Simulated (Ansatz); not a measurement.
## CsSnI₃: how the free axis answers a strain

CsSnI₃, Pm-3m, a = 6.134 Å. The structure is a COD entry; whether it is the stable form wasn't checked. Ansatz: PBEsol, PAW, 420 eV, Γ-centred 6×6×6 mesh on 5 atoms, Gaussian smearing 0.01 eV; no spin polarisation. Series: uniaxial strain along c, with a, b and atoms relaxed; x is the strain in per cent. y is the change of a in per cent of 6.134 Å.

| x (%) | y (%) |
| --- | --- |
| -6.0 | ? |
| -4.0 | 0.41 |
| -2.0 | 0.20 |
| 0.0 | 0.00 |
| 2.0 | -0.14 |
| 4.0 | -0.32 |
| 6.0 | -0.48 |

Q: Fit y = c1 x + c2 x² to the other rows, say what c1 measures, and predict the missing y.

A: Least squares on the rows shown. y = −0.09179 x + 0.002297 x². So −c1 = 0.092 is Poisson's ratio for this pair of axes. With a term in x³ added, the coefficient of x becomes -0.08436, 8 % less, which shows how far this figure hangs on the form. At x = -6.0 the fit asked for gives 0.63 %. The run gave 0.64 %, so the fit is 0.01 % too low, within the rms miss on the fitted rows (0.02 %).

Symmetry holds off the tilts and polar distortions that many cubic perovskites undergo.